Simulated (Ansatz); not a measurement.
## Ag under changes of volume

One of the cells (17.806 Å³/atom); the others are scaled copies at fixed shape and fractional positions:

```
Ag
1.0
     2.93000    0.00000    0.00000
    -1.46500    2.53745    0.00000
     0.00000    0.00000    4.79000
Ag
2
Direct
  0.66667 0.33333 0.75000
  0.33333 0.66667 0.25000
```

This isn't the form of Ag at room conditions, which is fcc.

```yaml
Program: Ansatz 0.2.0
Functional: PBEsol
Potentials_or_basis: all-electron LAPW, scalar-relativistic
Cutoff: 250 eV (chosen from the basis error)
Basis_error_allowed: 0.0005 eV/atom
k_mesh: 10 × 10 × 6
Occupations: fermi-dirac, width 0.05 eV
Spin: no spin polarisation
```

```csv
volume (Å³/atom),energy over the lowest point (meV/atom),pressure (GPa)
16.738,0.00,-0.1
17.094,2.79,-2.4
17.450,10.35,-4.4
17.806,22.07,-6.1
18.162,37.37,-7.6
18.518,55.79,-8.9
18.875,?,?
```

What does the run at 18.875 Å³/atom give?

Energy over the lowest point 76.89 meV/atom; pressure -10.0 GPa.

Worked out: A Birch-Murnaghan fit of order 3 (a polynomial in V^(-2/3)) to the other rows has its minimum at 16.73 Å³/atom, just outside them, with B0 = V·E''(V) = 117 GPa and B' = 5.6 at fixed shape and positions, which overstates the stiffness. It gives 76.95 meV/atom at 18.875 Å³/atom, against the run's 76.89, and -dE/dV = -10.0 GPa, against -10.0.

Energies are extrapolated to zero smearing.
